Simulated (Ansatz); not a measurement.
# Si: the cost of one run

Program: Ansatz 0.2.0. Level of theory: DFT, PBE, plane-wave PAW, default files, scalar-relativistic, frozen cores, as far as a step names no other. These are calculated values, not measurements.

1 further run of the same task is left out (it didn't finish).

### Step 1. The system as given

Symmetry: Cmce, No. 64, orthorhombic system. Conventional cell: a = 7.920 Å, b = 4.759 Å, c = 4.736 Å, α = 90.00°, β = 90.00°, γ = 90.00°. Si (site symmetry m) is surrounded by 11 Si at 2.34 to 2.50 Å. Si (site symmetry 2) has 10 Si at 2.40 to 2.50 Å as nearest neighbours.

Structure file:

```
Si
1.0
     3.96000   -2.37930    0.00000
     3.96000    2.37930    0.00000
     0.00000    0.00000    4.73610
Si
8
Direct
  0.82700 0.17300 0.32400
  0.67300 0.32700 0.82400
  0.17300 0.82700 0.67600
  0.32700 0.67300 0.17600
  0.22400 0.22400 0.00000
  0.27600 0.27600 0.50000
  0.77600 0.77600 0.00000
  0.72400 0.72400 0.50000
```

The earlier run gave: no gap over 0.1 eV on the mesh, largest force 0.472 eV/Å, pressure 44.6 GPa.

Site by site (atoms counted from 1):

| site | atoms | first shell | V_zz (10²¹ V/m²) | η | C_Q (MHz) |
| --- | --- | --- | --- | --- | --- |
| Si1 | 1, 2, 3, 4 | 11 Si at 2.34–2.50 Å | -1.29 | 0.95 | – |
| Si5 | 5, 6, 7, 8 | 10 Si at 2.40–2.50 Å | 0.82 | 0.81 | – |

C_Q = eQV_zz/h, which is 24.18 MHz for Q = 1 b and V_zz = 10²¹ V/m²; η = (V_xx − V_yy)/V_zz. Quadrupole moments are those of Pyykkö's year-2017 table. A dash under C_Q marks elements without a common quadrupolar isotope.

### Step 2. Z stretched by +3 %, ions relaxed

input.yaml

```yaml
crystal:
  lattice:
    - [3.96, -2.3793, 0.0]
    - [3.96, 2.3793, 0.0]
    - [0.0, 0.0, 4.878183]
  atoms:
    - { symbol: Si, position: [0.8245616591, 0.1754383409, 0.3249456286] }
    - { symbol: Si, position: [0.6754383409, 0.3245616591, 0.8249456286] }
    - { symbol: Si, position: [0.1754383409, 0.8245616591, 0.6750543714] }
    - { symbol: Si, position: [0.3245616591, 0.6754383409, 0.1750543714] }
    - { symbol: Si, position: [0.2182909072, 0.2182909072, 0.0] }
    - { symbol: Si, position: [0.2817090928, 0.2817090928, 0.5] }
    - { symbol: Si, position: [0.7817090928, 0.7817090928, 0.0] }
    - { symbol: Si, position: [0.7182909072, 0.7182909072, 0.5] }
kpoints:
  mp_grid: { grid: [12, 12, 10] }
scf:
  occupations: { method: fermi_dirac, width: 0.05 }
hamiltonian:
  xc: pbe
  pseudopotentials: { kind: paw, frozen_core: stored }
output:
  forces: true
  stress: true
  populations: true
  efg: {}
  write_density: true
  write_potential: true
  elf: true
  volumetric_format: npy
relax:
  f_tol: 0.02
  max_steps: 60
```

The run is started by

```bash
$ ansatz run input.yaml --threads 1 --pin off --max-ram 3072MiB --backend cpu --events-out ev --progress --plain --runs-dir out
```

Q: Estimate wall time and peak memory on 1 thread of Intel Xeon at 2.50GHz (Skylake/Cascade Lake), shared host.

About 3.8 min, with a peak of 0.82 GiB.
